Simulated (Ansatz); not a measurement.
Structure optimisation: nickel, dhcp

The calculation used DFT, revPBE, plane waves (420 eV) with PAW, scalar-relativistic in Ansatz. The PAW files were generated under PBE, with cores re-solved for the functional.

k-point mesh 14×14×4, Fermi-Dirac smearing 0.05 eV, starting moments 0.80 ×2, -0.80 ×2 μB. Cell and atoms relax.

Starting structure:

```cif
data_structure
_symmetry_space_group_name_H-M 'P 1'
_symmetry_Int_Tables_number 1
_cell_length_a 2.4918
_cell_length_b 2.4918
_cell_length_c 8.1381
_cell_angle_alpha 90.000
_cell_angle_beta 90.000
_cell_angle_gamma 120.000
_cell_volume 43.76
loop_
_atom_site_label
_atom_site_type_symbol
_atom_site_fract_x
_atom_site_fract_y
_atom_site_fract_z
_atom_site_occupancy
Ni1 Ni 0.00000 0.00000 0.00000 1
Ni2 Ni 0.00000 0.00000 0.50000 1
Ni3 Ni 0.33333 0.66667 0.25000 1
Ni4 Ni 0.66667 0.33333 0.75000 1
```

The pressure at the start is 3.5 GPa. By how much does the volume change?

From 10.94 to 11.15 Å³ per atom, 1.9 %. The final cell has a = 2.506 Å, c = 8.201 Å (c/a = 3.273).

How much energy does the relaxation gain?

2.3 meV per atom.

Which magnetic state does it end in?

ferromagnetic, net 0.67 μB per atom; moments -0.71 ×4 μB.
